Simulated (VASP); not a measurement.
Here is a VASP 6.6.1 calculation.

File INCAR:

```
SYSTEM = GaN
  PREC = Accurate
  ENCUT = 520
  EDIFF = 1E-6
  ISMEAR = 0
  SIGMA = 0.05
  LREAL = .FALSE.
  LASPH = .TRUE.
  NELM = 80
  ALGO = Normal
  ISIF = 2
  LWAVE = .FALSE.
  LCHARG = .FALSE.
  METAGGA = R2SCAN
  LMIXTAU = .TRUE.
  IBRION = 2
  NSW = 60
  EDIFFG = -0.01
```

The input KPOINTS:

```
regular mesh
0
G
  10 10 10
  0 0 0
```

Contents of POSCAR:

```
GaN
1.0
    0.0000000000      2.2535006075      2.2535006075
    2.2535006075      0.0000000000      2.2535006075
    2.2535006075      2.2535006075      0.0000000000
Ga N
1 1
Direct
    0.0191000000      0.0012910000     -0.0313780000
    0.2431570000      0.2403280000      0.2306880000
```

Potentials or basis: VASP PAW PBE potentials, release 64 (Ga_d, N).

Run with:

```bash
$ cat potpaw_PBE.64/Ga_d/POTCAR potpaw_PBE.64/N/POTCAR > POTCAR
$ mpirun -np 1 vasp_std > vasp.out
```

Problem. What does it give for the energy gained by relaxing?

Solution. 25.1 meV/atom.

Problem. What does it give for the band gap on the k mesh?

Solution. 2.12 eV, direct.

Forces in eV/Å, atoms in the order of the input:
```
Ga  -0.004 -0.001 -0.004
N    0.004  0.001  0.004
```

Caveat: the PAW data sets were made with another functional, which shifts forces and pressure a little.
